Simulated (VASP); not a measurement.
A run of VASP 6.6.1 is set up as follows.

INCAR

```
SYSTEM = W
PREC = Accurate
ENCUT = 520
EDIFF = 1E-6
ISMEAR = 1
SIGMA = 0.2
LREAL = .False.
LASPH = .True.
NELM = 100
ALGO = Normal
ISIF = 2
LWAVE = .False.
LCHARG = .True.
GGA = PE
LVHAR = .True.
LVACPOTAV = .True.
KPAR = 8
```

The input KPOINTS:

```
regular mesh
0
Gamma
  10 10 1
  0 0 0
```

Contents of POSCAR:

```
W                                       
1.0
    4.5028559826      0.0000000000      0.0000000000
   -2.2514279913      3.8995876705      0.0000000000
    0.0000000000      0.0000000000     25.1105579140
  W             
    12
Direct
     0.3333333332999970    0.6666666667000030    0.3093910638847592
     0.0000000000000000    0.0000000000000000    0.3383914458412088
     0.6666666667000030    0.3333333332999970    0.3660969475931719
     0.3333333332999970    0.6666666667000030    0.4092057190411587
     0.0000000000000000    0.0000000000000000    0.4436419902502014
     0.6666666667000030    0.3333333332999970    0.4810537027526680
     0.3333333332999970    0.6666666667000030    0.5189462972473319
     1.0000000000000000    0.0000000000000000    0.5563580097497984
     0.6666666667000030    0.3333333332999970    0.5907942809588415
     0.3333333332999970    0.6666666667000030    0.6339030524068281
     1.0000000000000000    1.0000000000000000    0.6616085541587912
     0.6666666667000030    0.3333333332999970    0.6906089361152407
```

Potentials or basis: VASP PAW PBE potentials, release 64 (W_sv).

Run with:

```bash
$ cat potpaw_PBE.64/W_sv/POTCAR > POTCAR
$ mpirun -np 8 vasp_std > vasp.out
```

Q: Predict the largest force.

A: 0.007 eV/Å.

Q: Predict the band gap on the k mesh.

A: None (metal or under the smearing width).

Forces on the atoms (eV/Å):
```
W    0.000  0.000 -0.007
W    0.000  0.000  0.003
W    0.000  0.000  0.003
W    0.000  0.000  0.002
W    0.000  0.000 -0.001
W    0.000  0.000  0.000
W    0.000  0.000  0.000
W    0.000  0.000  0.001
W    0.000  0.000 -0.002
W    0.000  0.000 -0.003
W    0.000  0.000 -0.003
W    0.000  0.000  0.007
```

Spin-orbit coupling is left out, which matters for the levels of W.
